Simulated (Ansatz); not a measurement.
The system is Sb.

```xyz
1
Lattice="-1.5949 1.5513 2.7277 1.5472 -1.5649 2.7079 1.6154 1.5855 -2.7356" Properties=species:S:1:pos:R:3 pbc="T T T"
Sb    0.0000    0.0000    0.0000
```

This isn't the form of Sb at room conditions, which is rhombohedral.

The cell isn't the ideal one: cell sheared at random, sigma 0.01, atoms nudged by 0.01 Å.

```yaml
Program: Ansatz 0.2.0
Task: relaxation of cell and atoms
Functional: HF
Potentials_or_basis: Ansatz PAW
Cutoff: "420 eV (not typed: the program's choice for these potentials)"
k_mesh: 5 × 5 × 6
Occupations: fermi-dirac, width 0.05 eV
Spin: no spin polarisation
```

At the start: volume 26.96 Å³/atom.

Task: How do energy, volume and symmetry change on relaxing?

Result: It ends after 6 steps and the volume is 29.37 Å³/atom (+9.0 %); space group C2/m (No. 12, to 0.05 Å).

The path:
| step | energy change (eV) | largest force (eV/Å) | volume (Å³) |
| --- | --- | --- | --- |
| 1 | 0.0000 | 0.0000 | 26.96 |
| 2 | -0.0631 | 0.0000 | 28.64 |
| 3 | -0.0717 | 0.0000 | 29.17 |
| 4 | -0.0720 | 0.0000 | 29.37 |
| 5 | -0.0720 | 0.0000 | 29.37 |
| 6 | -0.0727 | 0.0000 | 29.37 |

Final structure:
```xyz
1
Lattice="-1.5915 1.5399 2.9329 1.5394 -1.5912 2.9304 1.6261 1.6262 -2.9630" Properties=species:S:1:pos:R:3 pbc="T T T"
Sb    0.0000    0.0000    0.0000
```

Caveat: the k mesh is coarse (spacing up to 0.47 Å⁻¹), so the values aren't converged, least of all with exact exchange; the plane-wave basis is chosen anew once the cell has moved, so the energies of steps on either side of that aren't comparable; the PAW data sets come from PBE, with cores solved anew for the run's functional, which leaves a small shift of forces and pressure.
